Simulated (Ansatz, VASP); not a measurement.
**Two plane-wave programs on ZnS**

```
Zn S
1.0
     0.00000    2.67831    2.67831
     2.67831    0.00000    2.67831
     2.67831    2.67831    0.00000
Zn S
1 1
Cartesian
  1.3392 1.3392 1.3392
  0.0000 0.0000 0.0000
```

Alike in both runs: functional PBEsol; k mesh 10 × 10 × 10; occupations gaussian, width 0.02 eV; no spin polarisation.

Ansatz relaxed the structure, and its values are those at the end. VASP's run is a single point on that final structure, the one shown.

|  | VASP | Ansatz |
| --- | --- | --- |
| version | VASP 6.6.1 | Ansatz 0.2.0 |
| potentials or method | VASP PAW PBE potentials, release 64 (Zn, S) | scalar-relativistic, plane waves, PAW |
| plane-wave cutoff (eV) | 520 | 420 |
| valence electrons in the cell | 18 | 18 |

```csv
,VASP,Ansatz,Ansatz less VASP
gap on the k mesh at the Fermi level (eV),2.09,2.09,-0.007
least direct gap on the mesh (eV),2.09,2.09,-0.007
pressure (GPa),0.2,0.0,-0.20
```

Caveats: the PAW data sets were made with another functional, which shifts forces and pressure a little (VASP).
